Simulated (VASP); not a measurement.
# Sr (Fm-3m) in VASP: elastic constants with PBEsol

Aim: the elastic constants of Sr with PBEsol.

Program: VASP 6.6.1. These are calculated values, not measurements. Logs are shortened: lines on timing, memory, paths and dates and some standing lists are left out, and cuts for length are marked.

## Step 1: The structure

The structure is cubic, space group Fm-3m (No. 225). The conventional cell has a = 6.067 Å, b = 6.067 Å, c = 6.067 Å, α = 90.00°, β = 90.00°, γ = 90.00°. Around Sr (site symmetry m-3m) lie 12 Sr at 4.29 Å.

## Step 2: Elastic constants, PBEsol

Input file POSCAR:

```
Sr
1.0
    0.0000000000      3.0336031300      3.0336031300
    3.0336031300      0.0000000000      3.0336031300
    3.0336031300      3.0336031300      0.0000000000
Sr
1
Direct
    0.0000000000      0.0000000000      0.0000000000
```

Input file INCAR.step1:

```
SYSTEM = Sr
  PREC = Accurate
  ENCUT = 600
  EDIFF = 1E-8
  ISMEAR = 0
  SIGMA = 0.1
  LREAL = .FALSE.
  LASPH = .TRUE.
  NELM = 80
  ALGO = Fast
  ISIF = 3
  LWAVE = .FALSE.
  LCHARG = .FALSE.
  GGA = PS
  IBRION = 2
  NSW = 40
  EDIFFG = -0.002
```

Input file INCAR.step2:

```
SYSTEM = Sr
  PREC = Accurate
  ENCUT = 600
  EDIFF = 1E-8
  ISMEAR = 0
  SIGMA = 0.1
  LREAL = .FALSE.
  LASPH = .TRUE.
  NELM = 80
  ALGO = Fast
  ISIF = 3
  LWAVE = .FALSE.
  LCHARG = .FALSE.
  GGA = PS
  IBRION = 6
  NFREE = 2
  POTIM = 0.015
  NSW = 1
```

Input file KPOINTS:

```
regular mesh
0
G
  12 12 12
  0 0 0
```

Potentials or basis: VASP PAW PBE potentials, release 64 (Sr_sv).

On the command line:

```sh
> cat potpaw_PBE.64/Sr_sv/POTCAR > POTCAR
> cp INCAR.step1 INCAR
> mpirun -np 1 vasp_std > vasp.out
> cp CONTCAR POSCAR
> cp INCAR.step2 INCAR
> mpirun -np 1 vasp_std > vasp.out
```

OUTCAR:

```text
SYSTEM = Sr
   PREC = Accurate
   ENCUT = 600
   EDIFF = 1E-8
   ISMEAR = 0
   LREAL = .FALSE.
   LASPH = .TRUE.
   NELM = 80
   ISIF = 3
   GGA = PS
   IBRION = 6
   NFREE = 2
   POTIM = 0.015
   NSW = 1

 ion  position               nearest neighbor table
   1  0.000  0.000  0.000-

  LATTYP: Found a face centered cubic cell.
 ALAT       =     5.9215712292

  Lattice vectors:

 A1 = (   0.0000000000,   2.9607856146,   2.9607856146)
 A2 = (   2.9607856146,   0.0000000000,   2.9607856146)
 A3 = (   2.9607856146,   2.9607856146,   0.0000000000)

Analysis of symmetry for initial positions (statically):
=====================================================================
 Subroutine PRICEL returns:
 Original cell was already a primitive cell.

 Routine SETGRP: Setting up the symmetry group for a
 face centered cubic supercell.

 Subroutine GETGRP returns: Found 48 space group operations
 (whereof 48 operations were pure point group operations)
 out of a pool of 48 trial point group operations.

The static configuration has the point symmetry O_h .

Analysis of symmetry for dynamics (positions and initial velocities):
=====================================================================
 Subroutine PRICEL returns:
 Original cell was already a primitive cell.

 Routine SETGRP: Setting up the symmetry group for a
 face centered cubic supercell.

 Subroutine GETGRP returns: Found 48 space group operations
 (whereof 48 operations were pure point group operations)
 out of a pool of 48 trial point group operations.

The dynamic configuration has the point symmetry O_h .

 Subroutine INISYM returns: Found 48 space group operations
 (whereof 48 operations are pure point group operations),
 and found     1 'primitive' translations

----------------------------------------------------------------------------------------

                                     Primitive cell

  volume of cell :      51.9100

[... 338 lines left out ...]
      4     -16.6208      2.00000
      5      -2.0534      2.00000
      6       4.0871      0.00000
      7       4.0871      0.00000
      8       4.0871      0.00000
      9       5.6570      0.00000
[... 265 lines left out ...]
 k-point    24 :      -0.4167    0.1667    0.0000
  band No.  band energies     occupation
      1     -34.7103      2.00000
      2     -16.8420      2.00000
      3     -16.6980      2.00000
      4     -16.6627      2.00000
      5       0.9046      2.00000
      6       1.8337      0.06798
      7       3.3080      0.00000
      8       4.2679      0.00000
      9       6.4639      0.00000

 [... further k-points ...]

------------------------ aborting loop because EDIFF is reached ----------------------------------------

  FORCE on cell =-STRESS in cart. coord.  units (eV):
  Direction    XX          YY          ZZ          XY          YZ          ZX
  --------------------------------------------------------------------------------------
  -------------------------------------------------------------------------------------
  Total        0.0009662      0.0009662      0.0009662      0.0000000     -0.0000000      0.0000000
  in kB        0.0298227      0.0298227      0.0298227      0.0000000     -0.0000000      0.0000000
  external PRESSURE =       0.0298227 kB  Pullay stress =       0.0000000 kB
[... 16 lines left out ...]
  FREE ENERGIE OF THE ION-ELECTRON SYSTEM (eV)
  ---------------------------------------------------
  free  energy   TOTEN  =        -1.8423491053 eV

  energy  without entropy=       -1.8365823477  energy(sigma->0) =       -1.83946573

 INTERNAL STRAIN TENSORS FROM STRAINED CELLS
 ============================================

 INTERNAL STRAIN TENSOR FOR ION    1 for displacements in x,y,z  (eV/Angst):
          X           Y           Z          XY          YZ          ZX
  --------------------------------------------------------------------------------
  x     0.00000     0.00000    -0.00000    -0.00000     0.00000     0.00000
  y    -0.00000     0.00000     0.00000     0.00000    -0.00000     0.00000
  z     0.00000     0.00000    -0.00000     0.00000     0.00000    -0.00000

 INTERNAL STRAIN TENSORS FROM DISPLACED ATOMS
 ============================================

 INTERNAL STRAIN TENSOR FOR ION    1 for displacements in x,y,z  (eV/Angst):
          X           Y           Z          XY          YZ          ZX
  --------------------------------------------------------------------------------
  x     0.00000     0.00000     0.00000     0.00000     0.00000     0.00000
  y     0.00000     0.00000     0.00000     0.00000     0.00000     0.00000
  z     0.00000     0.00000     0.00000     0.00000     0.00000     0.00000

 Eigenvectors and eigenvalues of the dynamical matrix
 ----------------------------------------------------

   1 f/i=    0.000000 THz     0.000000 2PiTHz    0.000000 cm-1     0.000000 meV
             X         Y         Z           dx          dy          dz
      0.000000  0.000000  0.000000     0.707107   -0.707107    0.000000

   2 f/i=    0.000000 THz     0.000000 2PiTHz    0.000000 cm-1     0.000000 meV
             X         Y         Z           dx          dy          dz
      0.000000  0.000000  0.000000    -0.707107   -0.707107    0.000000

   3 f/i=    0.000000 THz     0.000000 2PiTHz    0.000000 cm-1     0.000000 meV
             X         Y         Z           dx          dy          dz
      0.000000  0.000000  0.000000     0.000000    0.000000    1.000000

--------------------------------------------------------------------------------------------------------

 ELASTIC MODULI CONTR FROM IONIC RELAXATION (kBar)
 Direction    XX          YY          ZZ          XY          YZ          ZX
 --------------------------------------------------------------------------------
 XX           0.0000      0.0000      0.0000      0.0000      0.0000      0.0000
 YY           0.0000      0.0000      0.0000      0.0000      0.0000      0.0000
 ZZ           0.0000      0.0000      0.0000      0.0000      0.0000      0.0000
 XY           0.0000      0.0000      0.0000      0.0000      0.0000      0.0000
 YZ           0.0000      0.0000      0.0000      0.0000      0.0000      0.0000
 ZX           0.0000      0.0000      0.0000      0.0000      0.0000      0.0000
 --------------------------------------------------------------------------------

 TOTAL ELASTIC MODULI (kBar)
 Direction    XX          YY          ZZ          XY          YZ          ZX
 --------------------------------------------------------------------------------
 XX         153.8460    111.2554    111.2554     -0.0000      0.0000      0.0000
 YY         111.2554    153.8460    111.2554     -0.0000      0.0000      0.0000
 ZZ         111.2554    111.2554    153.8460      0.0000     -0.0000     -0.0000
 XY          -0.0000     -0.0000      0.0000    122.8725      0.0000     -0.0000
 YZ           0.0000      0.0000     -0.0000      0.0000    122.8725      0.0000
 ZX           0.0000      0.0000     -0.0000     -0.0000      0.0000    122.8725
 --------------------------------------------------------------------------------
```

Wall time 20 min (1 thread of Intel Xeon 6975P-C (Granite Rapids), shared host); peak memory 0.62 GiB.

What came out:

```yaml
Relaxed_volume: 51.91 Å³/atom
Relaxed_cell: a = 4.187 Å, b = 4.187 Å, c = 4.187 Å, α = 60.00°, β = 60.00°, γ = 60.00°
Space_group_after_relaxing_to_0.05_Å: Fm-3m (No. 225)
Elastic_constants_C11_C12_C44: 15, 11, 12 GPa
Voigt_bulk_modulus: 13 GPa
```

The path:
| step | energy change (eV) | largest force (eV/Å) | pressure (GPa) | volume (Å³) |
| --- | --- | --- | --- | --- |
| 1 | 0.0000 | 0.0000 | -0.79 | 55.83 |
| 2 | -0.0082 | 0.0000 | -0.38 | 53.63 |
| 3 | -0.0103 | 0.0000 | -0.03 | 52.03 |
| 4 | -0.0103 | 0.0000 | 0.00 | 51.91 |

Final structure:
```
Sr
1.0
     0.00000    2.96079    2.96079
     2.96079    0.00000    2.96079
     2.96079    2.96079    0.00000
Sr
1
Direct
  0.00000 0.00000 0.00000
```

Elastic tensor in Voigt notation (GPa, in the Cartesian axes of the cell as first typed):
```
15 11 11  0  0  0
11 15 11  0  0  0
11 11 15  0  0  0
 0  0  0 12  0  0
 0  0  0  0 12  0
 0  0  0  0  0 12
```

Clamped-ion elastic tensor (GPa):
```
15 11 11  0  0  0
11 15 11  0  0  0
11 11 15  0  0  0
 0  0  0 12  0  0
 0  0  0  0 12  0
 0  0  0  0  0 12
```

Caveat: the PAW data sets were made with another functional, which shifts forces and pressure a little.
